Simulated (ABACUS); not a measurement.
CoO:

```xyz
2
Lattice="1.5055 0.8692 2.4399 -1.5055 0.8692 2.4399 0.0000 -1.7384 2.4399" Properties=species:S:1:pos:R:3 pbc="T T T"
Co    0.0000    0.0000    0.0000
O     0.0000    0.0000    3.6599
```

The cell is a database's computed one.

```yaml
Program: ABACUS 3.10.1
Task: single point
Functional: PBE
Potentials_or_basis: PseudoDojo NC SR 0.4.1 PBE standard
Cutoff: 1320 eV
Density_cutoff: 5279 eV
Basis: plane waves
k_mesh: 11 × 11 × 11
Occupations: fermi-dirac, width 0.05 eV
Spin: collinear spin, ferromagnetic start
Starting_moments: "[2.0, 0.0] μB"
```

On this cell: pressure 0.0 GPa; largest force under 0.003 eV/Å; net moment 2.98 μB per cell; band gap on the k mesh none (metal or under the smearing width).

The same run follows on a disturbed copy (atoms moved at random, drawn with an rms of 0.05 Å):

```xyz
2
Lattice="1.5055 0.8692 2.4399 -1.5055 0.8692 2.4399 0.0000 -1.7384 2.4399" Properties=species:S:1:pos:R:3 pbc="T T T"
Co   -0.0051   -0.0137    0.0083
O    -0.0684   -0.0294    3.6496
```

**Question.** What changes?

**Answer.** The energy (extrapolated to zero smearing) moves by +1.3 meV/atom; pressure 0.4 GPa; largest force 0.086 eV/Å; net moment 2.99 μB per cell; band gap on the k mesh none (metal or under the smearing width).

Forces on the atoms (eV/Å):
```
Co  -0.081 -0.017 -0.021
O    0.081  0.017  0.021
```

Stress tensor (GPa, compression positive):
```
 0.42 -0.21  0.00
-0.21  0.40 -0.35
 0.00 -0.35  0.26
```

Caveats: a cell with one magnetic atom can't hold antiferromagnetic order, which such compounds often take; semilocal functionals often make such compounds metallic where correlation or magnetic order opens a gap, which also shifts bond lengths.
